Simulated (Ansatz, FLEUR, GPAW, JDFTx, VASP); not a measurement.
**PbF2: energy against volume and a worked fit**

It takes space group Fm-3m (No. 225, cubic). The conventional cell has a = 5.927 Å, b = 5.927 Å, c = 5.927 Å, α = 90.00°, β = 90.00°, γ = 90.00°. Around Pb (site symmetry m-3m) lie 8 F at 2.57 Å. F (site symmetry -43m) is surrounded by 4 Pb at 2.57 Å.

The cell was scaled at fixed shape and fractions and run with FLEUR, all-electron, FLAPW; PBEsol, k mesh 8 × 8 × 8 on the cell of 3 atoms, fermi-dirac occupations of 0.05 eV, no spin polarisation, no spin-orbit coupling. Energies are those that the program minimises, any entropy of the smearing included.

```csv
V (Å³/atom),energy over the lowest row (meV/atom)
16.3125,8.702
16.6596,2.429
17.0067,0.000
17.3538,0.717
17.7008,?
18.0479,11.226
18.3950,20.542
```

Question: Fit the third-order Birch-Murnaghan form, give V0, B0 and B′, and predict the energy left open.

Answer: With y = (V0/V)^(2/3), E = E0 + (9 V0 B0/16) [(y - 1)³ B′ + (y - 1)² (6 - 4y)]. Least squares through the rows shown give V0 = 17.0951 Å³/atom, E0 = -0.168 meV, B0 = 74.25 GPa (1 eV/Å³ = 160.218 GPa) and B′ = 3.11, with a largest miss of 0.066 meV, so B0 and B′ are loose. At V = 17.7008 the form with these constants gives 4.572 meV; the run gave 4.543 meV an atom. Other set-ups at this level, from all their volumes (Å³/atom, GPa): GPAW, PAW data sets generated for this functional: V0 17.060, B0 75.37; JDFTx, PseudoDojo-SR-PBEsol-0.4.1-standard with smoothed tails: V0 17.115, B0 76.57; Ansatz, all-electron LAPW, scalar-relativistic: V0 17.104, B0 76.29; VASP, PBE PAW files F, Pb_d, 520 eV (made for PBE): V0 17.127, B0 76.26.
